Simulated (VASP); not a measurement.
Crystal: HfO2.

```
CELL_PARAMETERS angstrom
5.55640 0.00000 0.00000
0.00000 3.33360 0.00000
0.00000 0.00000 6.50500
ATOMIC_POSITIONS crystal
Hf 0.74868 0.75000 0.60787
Hf 0.25132 0.25000 0.39213
Hf 0.24868 0.75000 0.89213
Hf 0.75132 0.25000 0.10787
O 0.63950 0.25000 0.42340
O 0.36050 0.75000 0.57660
O 0.13950 0.25000 0.07660
O 0.86050 0.75000 0.92340
O 0.52079 0.25000 0.84145
O 0.47921 0.75000 0.15855
O 0.02079 0.25000 0.65855
O 0.97921 0.75000 0.34145
```

Measurements of this composition are mostly on another form, of space group No. 14.

* Program: VASP 6.6.1
* Task: relaxation of cell and atoms
* Functional: PBE
* Potentials or basis: VASP PAW PBE potentials, release 64 (Hf_pv, O)
* Cutoff: 600 eV
* k mesh: 4 × 6 × 3
* Occupations: fermi-dirac, width 0.05 eV
* Spin: no spin polarisation
* Hubbard terms: Hf d U = 3 eV

At the start: pressure 9.3 GPa; volume 10.04 Å³/atom.

Problem. How do energy, volume and symmetry change on relaxing?

Solution. Over 11 steps the energy falls by 9.9 meV/atom and the volume is 10.38 Å³/atom (+3.4 %); space group Pnma (No. 62, to 0.05 Å).

The path:
```
step  energy change (eV)  largest force (eV/Å)  pressure (GPa)  volume (Å³)
   1              0.0000                0.2800            9.33       120.49
   2              0.1500                0.3740          -12.10       130.97
   3             -0.1166                0.1016           -0.12       124.52
   4             -0.1166                0.0981            0.06       124.44
   5             -0.1182                0.0328            0.07       124.49
   6             -0.1183                0.0283            0.08       124.51
   7             -0.1187                0.0231           -0.09       124.60
   8             -0.1188                0.0235           -0.24       124.69
   9             -0.1190                0.0216           -0.10       124.64
  10             -0.1191                0.0216            0.11       124.57
  11             -0.1192                0.0136            0.07       124.60
```

Final structure:
```
CELL_PARAMETERS angstrom
5.61735 0.00000 0.00000
0.00000 3.36810 0.00000
0.00000 0.00000 6.58556
ATOMIC_POSITIONS crystal
Hf 0.74987 0.75000 0.60695
Hf 0.25013 0.25000 0.39305
Hf 0.24987 0.75000 0.89305
Hf 0.75013 0.25000 0.10695
O 0.64003 0.25000 0.42331
O 0.35997 0.75000 0.57669
O 0.14003 0.25000 0.07669
O 0.85997 0.75000 0.92331
O 0.51936 0.25000 0.84069
O 0.48064 0.75000 0.15931
O 0.01936 0.25000 0.65931
O 0.98064 0.75000 0.34069
```
